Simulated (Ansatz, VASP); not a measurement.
# FeO: 3 runs at one level of theory

The starting cell:

```
Fe O
1.0
     0.00000    2.15540    2.15540
     2.15540    0.00000    2.15540
     2.15540    2.15540    0.00000
Fe O
1 1
Direct
  0.00000 0.00000 0.00000
  0.50000 0.50000 0.50000
```

Alike in all runs: task relaxation of cell and atoms; functional BLYP; k mesh 8 × 8 × 8; occupations fermi-dirac, width 0.05 eV; collinear spin, ferromagnetic start; no spin-orbit coupling. The measured crystal is an antiferromagnetic insulator; the state found here is the runs' own.

| program and potentials | plane-wave cutoff (eV) | notes | equilibrium volume (Å³/atom) |
| --- | --- | --- | --- |
| Ansatz, Ansatz PAW | 420 | potentials made for PBE, which Ansatz adapts in part; 11 valence electrons an atom on average | 10.39 |
| Ansatz, all-electron LAPW, scalar-relativistic | - | - | 10.39 |
| VASP, PBE PAW files Fe, O, 600 eV | 600 | potentials made for PBE; 7 valence electrons an atom on average | 10.40 |

The equilibrium volume spans 10.39 (Ansatz, all-electron LAPW, scalar-relativistic) to 10.40 Å³/atom (VASP, PBE PAW files Fe, O, 600 eV), with all-electron results at 10.39. Some sets were made for another functional than the one run, which can shift their rows. The state is the one that the start led to, which needn't be the lowest. Relaxations stop with a little pressure left, so the last digit of a volume isn't settled.

Differences between rows come from potentials, basis sets and numerical settings, since the functional is the same but for its coding. Runs on potential files found faulty are left out.
